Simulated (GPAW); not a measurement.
PbS (Galena):

```xyz
2
Lattice="0.0000 2.9657 2.9657 2.9657 0.0000 2.9657 2.9657 2.9657 0.0000" Properties=species:S:1:pos:R:3 pbc="T T T"
Pb    0.0000    0.0000    0.0000
S     2.9657    2.9657    2.9657
```

* Program: GPAW 26.7.0
* Task: relaxation of cell and atoms
* Functional: BLYP
* Potentials or basis: PAW data sets generated in the run's folder for this functional
* Cutoff: 600 eV
* Basis: pw
* k mesh: 8 × 8 × 8
* Occupations: fermi-dirac, width 0.05 eV
* Spin: no spin polarisation

At the start: pressure 5.7 GPa; volume 26.09 Å³/atom.

Problem. How do energy, volume and symmetry change on relaxing?

Solution. Over 11 steps the energy falls by 44.8 meV/atom and the volume is 28.93 Å³/atom (+10.9 %); space group Fm-3m (No. 225, to 0.05 Å).

Step by step:
```tsv
step	energy change (eV)	largest force (eV/Å)	pressure (GPa)	volume (Å³)
1	0.0000	0.0000	5.68	52.17
2	-0.0239	0.0000	4.74	52.90
3	-0.0581	0.0000	3.13	54.27
4	-0.0836	0.0000	1.26	56.12
5	-0.0888	0.0000	-0.50	58.23
6	-0.0888	0.0000	-0.49	58.21
7	-0.0889	0.0000	-0.46	58.17
8	-0.0891	0.0000	-0.42	58.11
9	-0.0892	0.0000	-0.36	58.04
10	-0.0894	0.0000	-0.29	57.95
11	-0.0895	0.0000	-0.21	57.85
```

Final structure:
```
CELL_PARAMETERS angstrom
0.00000 3.06973 3.06973
3.06973 0.00000 3.06973
3.06973 3.06973 0.00000
ATOMIC_POSITIONS crystal
Pb 0.00000 0.00000 0.00000
S 0.50000 0.50000 0.50000
```

Caveat: later steps reuse the first step's grids; the volume moved by +11 % from the deposited cell, more than functionals usually miss.
